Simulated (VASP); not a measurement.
# Li (Im-3m) in VASP: settings compared

The runs below take Li through relaxation of cell and atoms, with PBEsol, LDA, PBE, PBE+D3(BJ).

All numbers are computed with VASP 6.6.1; they aren't measurements. Logs are shortened: lines on timing, memory, paths and dates and some standing lists are left out, and cuts for length are marked.

## (1) The crystal as given

Symmetry: Im-3m, No. 229, cubic system. The conventional cell has a = 3.479 Å, b = 3.479 Å, c = 3.479 Å, α = 90.00°, β = 90.00°, γ = 90.00°. Li (site symmetry m-3m) is surrounded by 8 Li at 3.01 Å.

## (2) Relaxation of cell and atoms, PBEsol

INCAR

```
SYSTEM = Li
PREC = Accurate
ENCUT = 600
EDIFF = 1E-7
ISMEAR = 0
SIGMA = 0.1
LREAL = .False.
LASPH = .True.
NELM = 80
ALGO = Normal
ISIF = 3
LWAVE = .False.
LCHARG = .False.
GGA = PS
IBRION = 2
NSW = 90
EDIFFG = -0.005
```

KPOINTS

```
regular mesh
0
Gamma
  16 16 16
  0 0 0
```

POSCAR

```
Li
1.0
   -1.7392550000      1.7392550000      1.7392550000
    1.7392550000     -1.7392550000      1.7392550000
    1.7392550000      1.7392550000     -1.7392550000
Li
1
Direct
    0.0000000000      0.0000000000      0.0000000000
```

Potentials or basis: VASP PAW PBE potentials, release 64 (Li_sv).

On the command line:

```console
cat potpaw_PBE.64/Li_sv/POTCAR > POTCAR
mpirun -np 1 vasp_std > vasp.out
```

OUTCAR:

```text
SYSTEM = Li
   PREC = Accurate
   ENCUT = 600
   EDIFF = 1E-7
   ISMEAR = 0
   LREAL = .False.
   LASPH = .True.
   NELM = 80
   ISIF = 3
   GGA = PS
   IBRION = 2
   NSW = 90
   EDIFFG = -0.005

 ion  position               nearest neighbor table
   1  0.000  0.000  0.000-

  LATTYP: Found a body centered cubic cell.
 ALAT       =     3.4785100000

  Lattice vectors:

 A1 = (  -1.7392550000,   1.7392550000,   1.7392550000)
 A2 = (   1.7392550000,  -1.7392550000,   1.7392550000)
 A3 = (   1.7392550000,   1.7392550000,  -1.7392550000)

Analysis of symmetry for initial positions (statically):
=====================================================================
 Subroutine PRICEL returns:
 Original cell was already a primitive cell.

 Routine SETGRP: Setting up the symmetry group for a
 body centered cubic supercell.

 Subroutine GETGRP returns: Found 48 space group operations
 (whereof 48 operations were pure point group operations)
 out of a pool of 48 trial point group operations.

The static configuration has the point symmetry O_h .

Analysis of symmetry for dynamics (positions and initial velocities):
=====================================================================
 Subroutine PRICEL returns:
 Original cell was already a primitive cell.

 Routine SETGRP: Setting up the symmetry group for a
 body centered cubic supercell.

 Subroutine GETGRP returns: Found 48 space group operations
 (whereof 48 operations were pure point group operations)
 out of a pool of 48 trial point group operations.

The dynamic configuration has the point symmetry O_h .

 Subroutine INISYM returns: Found 48 space group operations
 (whereof 48 operations are pure point group operations),
 and found     1 'primitive' translations

----------------------------------------------------------------------------------------

                                     Primitive cell

  volume of cell :      21.0450

  direct lattice vectors                    reciprocal lattice vectors
    -1.739255000  1.739255000  1.739255000     0.000000000  0.287479409  0.287479409
     1.739255000 -1.739255000  1.739255000     0.287479409  0.000000000  0.287479409
     1.739255000  1.739255000 -1.739255000     0.287479409  0.287479409  0.000000000

  length of vectors
     3.012478027  3.012478027  3.012478027     0.406557280  0.406557280  0.406557280

  position of ions in fractional coordinates (direct lattice)
     0.000000000  0.000000000  0.000000000

  ion indices of the primitive-cell ions
   primitive index   ion index
                 1           1

----------------------------------------------------------------------------------------

 KPOINTS: regular mesh

Automatic generation of k-mesh.
 Grid dimensions read from file:
 generate k-points for:   16   16   16

 Generating k-lattice:

  Cartesian coordinates                     Fractional coordinates (reciprocal lattice)
     0.000000000  0.017967463  0.017967463     0.062500000  0.000000000  0.000000000
     0.017967463  0.000000000  0.017967463     0.000000000  0.062500000  0.000000000
     0.017967463  0.017967463  0.000000000     0.000000000  0.000000000  0.062500000

  Length of vectors
     0.025409830  0.025409830  0.025409830

  Shift w.r.t. Gamma in fractional coordinates (k-lattice)
     0.000000000  0.000000000  0.000000000

 Subroutine IBZKPT returns following result:
 ===========================================

 Found    145 irreducible k-points:

 Following reciprocal coordinates:
            Coordinates               Weight
  0.000000  0.000000  0.000000      1.000000
  0.062500  0.000000  0.000000     12.000000
  0.125000  0.000000  0.000000     12.000000
  0.187500  0.000000  0.000000     12.000000
  0.250000  0.000000  0.000000     12.000000
  0.312500  0.000000  0.000000     12.000000
[... 16 lines left out ...]
  0.187500  0.187500  0.000000     24.000000
  0.250000  0.187500 -0.000000     48.000000
 [... further k-points ...]
   k-points           NKPTS =    145   k-points in BZ     NKDIM =    145   number of bands    NBANDS=      5
   number of dos      NEDOS =    301   number of ions     NIONS =      1
   total plane-waves  NPLWV =  13824
   dimension x,y,z NGX =    24 NGY =   24 NGZ =   24
   dimension x,y,z NGXF=    48 NGYF=   48 NGZF=   48
   ions per type =               1
   NGX,Y,Z   is equivalent  to a cutoff of  13.24, 13.24, 13.24 a.u.
   NGXF,Y,Z  is equivalent  to a cutoff of  26.49, 26.49, 26.49 a.u.
 SYSTEM =  Li
   PREC   = accura    normal or accurate (medium, high low for compatibility)
   ISTART =      0    job   : 0-new  1-cont  2-samecut
   ICHARG =      2    charge: 1-file 2-atom 10-const
   ISPIN  =      1    spin polarized calculation?
   LNONCOLLINEAR =      F non collinear calculations
   LSORBIT =      F    spin-orbit coupling
   LASPH  =      T    aspherical Exc in radial PAW
   ENCUT  =  600.0 eV  44.10 Ry    6.64 a.u.   6.02  6.02  6.02*2*pi/ulx,y,z
   NELM   =     80;   NELMIN=  2; NELMDL= -5     # of ELM steps
   EDIFF  = 0.1E-06   stopping-criterion for ELM
   LREAL  =      F    real-space projection
   EDIFFG = -.5E-02   stopping-criterion for IOM
   NSW    =     90    number of steps for IOM
   IBRION =      2    ionic relax: 0-MD 1-quasi-New 2-CG
   NFREE  =      1    steps in history (QN), initial steepest desc. (CG)
   ISIF   =      3    stress and relaxation
   ISYM   =      2    0-nonsym 1-usesym 2-fastsym
   POTIM  = 0.5000    time-step for ionic-motion
   TEBEG  =    0.0;   TEEND  =   0.0 temperature during run
   PSTRESS=    0.0 pullay stress
   NELECT =       3.0000    total number of electrons
   NUPDOWN=      -1.0000    fix difference up-down
   EMIN   =  10.00;   EMAX   =-10.00  energy-range for DOS
   EFERMI =   0.00;   METHOD = LEGACY
   ISMEAR =     0;   SIGMA  =   0.10  broadening in eV -4-tet -1-fermi 0-gaus
   EFERMI_NEDOS =   21; number of points for ismear=-14 and -15
   IALGO  =     38    algorithm
   IMIX   =      4    mixing-type and parameters
     AMIX     =   0.40;   BMIX     =  1.00
     AMIX_MAG =   1.60;   BMIX_MAG =  1.00
  volume/ion in A,a.u.               =      21.05       142.02
  Fermi-wavevector in a.u.,A,eV,Ry     =   0.855195  1.616085  9.950744  0.731359
  Thomas-Fermi vector in A             =   1.971908
   LORBIT       =      0    0 simple, 1 ext, 2 COOP (PROOUT), +10 PAW based schemes
   GGA     = PS    functional components
   LHFCALC =     F    Hartree Fock is set to
   AEXX    =    0.0000 exact exchange contribution
   IVDW    =     0    specifies the selected vdW correction
   LEPSILON=     F    determine dielectric tensor
   LRPA    =     F    only Hartree local field effects (RPA)
 conjugate gradient relaxation of ions
 non-spin polarized calculation
 Gauss-broadening in eV      SIGMA  =   0.10
  energy-cutoff  :      600.00
  volume of cell :       21.05
 maximum number of plane-waves:       718
   NGX = 13   NGY = 13   NGZ = 13

--------------------------------------- Ionic step        1  -------------------------------------------

 number of electron       2.9999990 magnetization

 Free energy of the ion-electron system (eV)
  ---------------------------------------------------
  ext. energy  EPLUGINS =         0.00000000
  ---------------------------------------------------
  free energy    TOTEN  =        -1.96653406 eV

  energy without entropy =       -1.96364593  energy(sigma->0) =       -1.96508999

------------------------ aborting loop because EDIFF is reached ----------------------------------------

  FORCE on cell =-STRESS in cart. coord.  units (eV):
  Direction    XX          YY          ZZ          XY          YZ          ZX
  --------------------------------------------------------------------------------------
  -------------------------------------------------------------------------------------
  Total       -0.0805772     -0.0805772     -0.0805772      0.0000000      0.0000000     -0.0000000
  in kB       -6.1344141     -6.1344141     -6.1344141      0.0000000      0.0000000     -0.0000000
  external PRESSURE =      -6.1344141 kB  Pullay stress =       0.0000000 kB

 VOLUME and BASIS-vectors are now :
 -----------------------------------------------------------------------------
  energy-cutoff  :      600.00
  volume of cell :       21.05
      direct lattice vectors                 reciprocal lattice vectors
    -1.739255000  1.739255000  1.739255000     0.000000000  0.287479409  0.287479409
     1.739255000 -1.739255000  1.739255000     0.287479409  0.000000000  0.287479409
     1.739255000  1.739255000 -1.739255000     0.287479409  0.287479409  0.000000000
[... 36 lines left out ...]
 POSITION                                       TOTAL-FORCE (eV/Angst)
 -----------------------------------------------------------------------------------
      1.73249      1.73249      1.73249         0.000000     -0.000000      0.000000
 -----------------------------------------------------------------------------------
    total drift:                               -0.000000     -0.000000      0.000000

  FREE ENERGIE OF THE ION-ELECTRON SYSTEM (eV)
  ---------------------------------------------------
  free  energy   TOTEN  =        -1.9673671523 eV

  energy  without entropy=       -1.9644791373  energy(sigma->0) =       -1.96592314

--------------------------------------- Ionic step        3  -------------------------------------------

 number of electron       3.0000003 magnetization

 Free energy of the ion-electron system (eV)
  ---------------------------------------------------
  ext. energy  EPLUGINS =         0.00000000
  ---------------------------------------------------
  free energy    TOTEN  =        -1.96855517 eV

  energy without entropy =       -1.96566665  energy(sigma->0) =       -1.96711091

 E-fermi :   0.6459     XC(G=0):  -7.0415

 val. band max:        0.6247517486   @ k =   0.2500   0.2500   0.0000
 cond. band min:       0.6580377125   @ k =   0.3750   0.0625   0.0625
 fundamental gap:      0.0332859639
 Fermi energy:         0.6459214487

 k-point     1 :       0.0000    0.0000    0.0000
  band No.  band energies     occupation
      1     -45.2387      2.00000
      2      -2.9161      2.00000
      3      15.3806      0.00000
      4      15.3806      0.00000
      5      15.3806      0.00000

 k-point     2 :       0.0625    0.0000    0.0000
  band No.  band energies     occupation
      1     -45.2379      2.00000
      2      -2.8420      2.00000
      3      14.8708      0.00000
      4      14.9972      0.00000
      5      15.2485      0.00000

 k-point     3 :       0.1250    0.0000    0.0000
  band No.  band energies     occupation
      1     -45.2357      2.00000
      2      -2.6199      2.00000
      3      13.3862      0.00000
      4      14.1831      0.00000
      5      14.8742      0.00000
[... 153 lines left out ...]
 k-point    23 :       0.1875    0.1875    0.0000
  band No.  band energies     occupation
      1     -45.2232      2.00000
      2      -0.9112      2.00000
      3       8.1993      0.00000
      4       9.6682      0.00000
      5      12.3242      0.00000

 k-point    24 :       0.2500    0.1875   -0.0000
  band No.  band energies     occupation
      1     -45.2200      2.00000
      2      -0.1773      2.00000
      3       6.6827      0.00000
      4       8.9239      0.00000
      5      11.9123      0.00000

 [... further k-points ...]

------------------------ aborting loop because EDIFF is reached ----------------------------------------

  FORCE on cell =-STRESS in cart. coord.  units (eV):
  Direction    XX          YY          ZZ          XY          YZ          ZX
  --------------------------------------------------------------------------------------
  -------------------------------------------------------------------------------------
  Total       -0.0043457     -0.0043457     -0.0043457      0.0000000     -0.0000000     -0.0000000
  in kB       -0.3467710     -0.3467710     -0.3467710      0.0000000     -0.0000000     -0.0000000
  external PRESSURE =      -0.3467710 kB  Pullay stress =       0.0000000 kB

 VOLUME and BASIS-vectors are now :
 -----------------------------------------------------------------------------
  energy-cutoff  :      600.00
  volume of cell :       20.08
      direct lattice vectors                 reciprocal lattice vectors
    -1.712211262  1.712211262  1.712211262     0.000000000  0.292020039  0.292020039
     1.712211262 -1.712211262  1.712211262     0.292020039  0.000000000  0.292020039
     1.712211262  1.712211262 -1.712211262     0.292020039  0.292020039  0.000000000

 POSITION                                       TOTAL-FORCE (eV/Angst)
 -----------------------------------------------------------------------------------
      0.00000      0.00000      0.00000         0.000000     -0.000000      0.000000
 -----------------------------------------------------------------------------------
    total drift:                               -0.000000      0.000000     -0.000000

  FREE ENERGIE OF THE ION-ELECTRON SYSTEM (eV)
  ---------------------------------------------------
  free  energy   TOTEN  =        -1.9685551710 eV

  energy  without entropy=       -1.9656666467  energy(sigma->0) =       -1.96711091

 reached required accuracy - stopping structural energy minimisation
```

It took 8.7 s on 1 thread of Intel Xeon 6975P-C (Granite Rapids), shared host; peak memory 0.14 GiB.

What came out:

* Free energy: -1.9686 eV
* Relaxed volume: 20.08 Å³/atom
* Relaxed cell: a = 2.966 Å, b = 2.966 Å, c = 2.966 Å, α = 109.47°, β = 109.47°, γ = 109.47°
* Space group after relaxing (to 0.05 Å): Im-3m (No. 229)
* Energy gained by relaxing: 2.0 meV/atom
* Ionic steps: 3
* Pressure after relaxing: 0.0 GPa
* Band gap on the k mesh: none (metal or under the smearing width)

The path:
```csv
step,energy change (eV),largest force (eV/Å),pressure (GPa),volume (Å³)
1,0.0000,0.0000,-0.61,21.05
2,-0.0008,0.0000,-0.48,20.80
3,-0.0020,0.0000,-0.03,20.08
```

Final structure:
```
CELL_PARAMETERS angstrom
-1.71221 1.71221 1.71221
1.71221 -1.71221 1.71221
1.71221 1.71221 -1.71221
ATOMIC_POSITIONS crystal
Li 0.00000 0.00000 0.00000
```

Caveat: the cutoff is under 1.25 times the usual one of these potentials, so pressure, stress and relaxed cells hold a basis-set (Pulay) error; the PAW data sets were made with another functional, which shifts forces and pressure a little.

## (3) Relaxation of cell and atoms, LDA

INCAR: that of step 2 with these lines changed.

```diff
@@ -13,3 +13,3 @@
 LCHARG = .False.
-GGA = PS
+GGA = CA
 IBRION = 2
```

KPOINTS is that of step 2.

POSCAR is that of step 2.

Potentials or basis: VASP PAW LDA potentials, release 64 (Li_sv).

On the command line:

```console
cat potpaw_LDA.64/Li_sv/POTCAR > POTCAR
mpirun -np 1 vasp_std > vasp.out
```

It took 10 s on 1 thread of Intel Xeon 6975P-C (Granite Rapids), shared host; peak memory 0.12 GiB.

Results (log left out):

```yaml
Free_energy: -2.0480 eV
Relaxed_volume: 18.72 Å³/atom
Relaxed_cell: a = 2.897 Å, b = 2.897 Å, c = 2.897 Å, α = 109.47°, β = 109.47°, γ = 109.47°
Space_group_after_relaxing_to_0.05_Å: Im-3m (No. 229)
Energy_gained_by_relaxing: 11.0 meV/atom
Ionic_steps: 4
Pressure_after_relaxing: 0.0 GPa
Band_gap_on_the_k_mesh: none (metal or under the smearing width)
```

The path:
```csv
step,energy change (eV),largest force (eV/Å),pressure (GPa),volume (Å³)
1,0.0000,0.0000,-1.41,21.05
2,-0.0045,0.0000,-1.14,20.49
3,-0.0104,0.0000,-0.38,19.27
4,-0.0110,0.0000,0.04,18.72
```

Final structure:
```yaml
crystal:
  lattice:
    - [-1.67269, 1.67269, 1.67269]
    - [1.67269, -1.67269, 1.67269]
    - [1.67269, 1.67269, -1.67269]
  atoms:
    - { symbol: Li, position: [0.00000, 0.00000, 0.00000] }
```

Levels at points of the mesh, in eV from the Fermi level:
| k point | band 1 | band 2 | band 3 | band 4 | band 5 |
| --- | --- | --- | --- | --- | --- |
| (0.00, 0.00, 0.00) | -45.49 | -3.59 | 15.18 | 15.18 | 15.18 |
| (0.50, 0.00, 0.00) | -45.46 | 0.21 | 3.57 | 10.77 | 12.36 |
| (0.50, 0.50, 0.50) | -45.44 | 5.72 | 5.72 | 5.72 | 8.21 |

Caveat: the cutoff is under 1.25 times the usual one of these potentials, so pressure, stress and relaxed cells hold a basis-set (Pulay) error; the volume moved by -11 % from the deposited cell, more than functionals usually miss. LDA usually gives volumes a few per cent too small.

## (4) Relaxation of cell and atoms, PBE

INCAR: that of step 3 with these lines changed.

```diff
@@ -13,3 +13,3 @@
 LCHARG = .False.
-GGA = CA
+GGA = PE
 IBRION = 2
```

KPOINTS is that of step 3.

POSCAR is that of step 3.

Potentials or basis: VASP PAW PBE potentials, release 64 (Li_sv).

On the command line:

```console
cat potpaw_PBE.64/Li_sv/POTCAR > POTCAR
mpirun -np 1 vasp_std > vasp.out
```

Run time: 9 s. Hardware: 1 thread of Intel Xeon 6975P-C (Granite Rapids), shared host; peak memory 0.14 GiB.

The run converged. Its results:

```yaml
Free_energy: -1.9066 eV
Relaxed_volume: 20.10 Å³/atom
Relaxed_cell: a = 2.967 Å, b = 2.967 Å, c = 2.967 Å, α = 109.47°, β = 109.47°, γ = 109.47°
Space_group_after_relaxing_to_0.05_Å: Im-3m (No. 229)
Energy_gained_by_relaxing: 1.9 meV/atom
Ionic_steps: 3
Pressure_after_relaxing: 0.0 GPa
Band_gap_on_the_k_mesh: none (metal or under the smearing width)
```

The path:
| step | energy change (eV) | largest force (eV/Å) | pressure (GPa) | volume (Å³) |
| --- | --- | --- | --- | --- |
| 1 | 0.0000 | 0.0000 | -0.60 | 21.05 |
| 2 | -0.0008 | 0.0000 | -0.47 | 20.81 |
| 3 | -0.0019 | 0.0000 | -0.03 | 20.10 |

Final structure:
```cif
data_structure
_symmetry_space_group_name_H-M 'P 1'
_symmetry_Int_Tables_number 1
_cell_length_a 2.9668
_cell_length_b 2.9668
_cell_length_c 2.9668
_cell_angle_alpha 109.471
_cell_angle_beta 109.471
_cell_angle_gamma 109.471
_cell_volume 20.10
loop_
_atom_site_label
_atom_site_type_symbol
_atom_site_fract_x
_atom_site_fract_y
_atom_site_fract_z
_atom_site_occupancy
Li1 Li 0.00000 0.00000 0.00000 1
```

Levels at points of the mesh, in eV from the Fermi level:
| k point | band 1 | band 2 | band 3 | band 4 | band 5 |
| --- | --- | --- | --- | --- | --- |
| (0.00, 0.00, 0.00) | -46.50 | -3.56 | 14.70 | 14.70 | 14.70 |
| (0.50, 0.00, 0.00) | -46.48 | 0.25 | 3.29 | 10.43 | 11.91 |
| (0.50, 0.50, 0.50) | -46.47 | 5.56 | 5.56 | 5.56 | 7.82 |

Caveat: the cutoff is under 1.25 times the usual one of these potentials, so pressure, stress and relaxed cells hold a basis-set (Pulay) error.

[end of part 1 of 2]
